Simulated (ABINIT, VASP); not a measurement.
This is a calculation of FeO for ABINIT 10.8.3 (patched build). 

The input run.abi:

```
# Pseudopotentials
pp_dirpath "./"
pseudos "Fe.GGA_PBE-JTH.xml, O.GGA_PBE-JTH.xml"

# Structure
structure "poscar:POSCAR"
natom 2

# Plane-wave basis
ecut 26.0
pawecutdg 48.0
pawxcdev 0

# k points
kptopt 1
ngkpt 11 11 11
nshiftk 1
shiftk 0.0 0.0 0.0

# Exchange and correlation
ixc 11

# Bands and occupations
nband 16
occopt 3
tsmear 0.00183747

# Spin
nsppol 2
spinat
     0.0000000000     0.0000000000     4.0000000000
     0.0000000000     0.0000000000     0.0000000000

# SCF cycle
nstep 100
tolvrs 1.0e-9

# Output
iomode 3
prtwf 0
prtden 0
prteig 0
prtebands 0
enunit 2
```

File POSCAR:

```
FeO
1.0
    1.5176821100      0.8762341800      2.5157945800
   -1.5176821100      0.8762341800      2.5157945800
    0.0000000000     -1.7524683500      2.5157945800
Fe O
1 1
Direct
    0.0000000000      0.0000000000      0.0000000000  Fe
    0.5000000000      0.5000000000      0.5000000000  O
```

Potentials or basis: JTH PAW PBE v2.0.

Command:

```console
$ abinit run.abi > log 2>&1
```

**Question.** What does the same run look like in VASP 6.6.1? Potentials or basis there: PBE PAW files Fe, O, 520 eV.

**Answer.** As run (cutoffs and basis follow the program's own potentials, and thresholds, step limits or extra output files can differ):

File INCAR:

```
  PREC = Accurate
  ENCUT = 520
  EDIFF = 1E-7
  ISMEAR = -1
  SIGMA = 0.05
  LREAL = F
  LASPH = T
  NELM = 150
  ALGO = Normal
  ISIF = 2
  LWAVE = F
  LCHARG = F
  ISPIN = 2
  MAGMOM = 3 0
  LORBIT = 11
  LMAXMIX = 4
  GGA = PE
  NBANDS = 18
```

File KPOINTS:

```
Automatic mesh
0
Gamma
  11 11 11
```

The input POSCAR:

```
FeO
1.0
    1.5176821100      0.8762341800      2.5157945800
   -1.5176821100      0.8762341800      2.5157945800
    0.0000000000     -1.7524683500      2.5157945800
Fe O
1 1
Direct
    0.0000000000      0.0000000000      0.0000000000
    0.5000000000      0.5000000000      0.5000000000
```

Potentials or basis: VASP PAW PBE potentials, release 64 (Fe, O).

Run with:

```console
$ cat potpaw_PBE.64/Fe/POTCAR potpaw_PBE.64/O/POTCAR > POTCAR
$ mpirun -np 1 vasp_std > vasp.out
```

Both were run:

|  | ABINIT | VASP |
| --- | --- | --- |
| Pressure | -1.3 GPa | -0.5 GPa |
| Net moment | 4.00 μB per cell | 4.00 μB per cell |
| Valence electrons inside the program's atomic spheres | Fe 14.14; O 4.51 (radii [1.1194, 0.7486] Å) | Fe 6.73; O 4.99 |

The potentials hold 22 and 14 valence electrons a cell.

The magnetic state is the one that the start led to; the real crystal's order can differ.

Pressure is positive in compression.
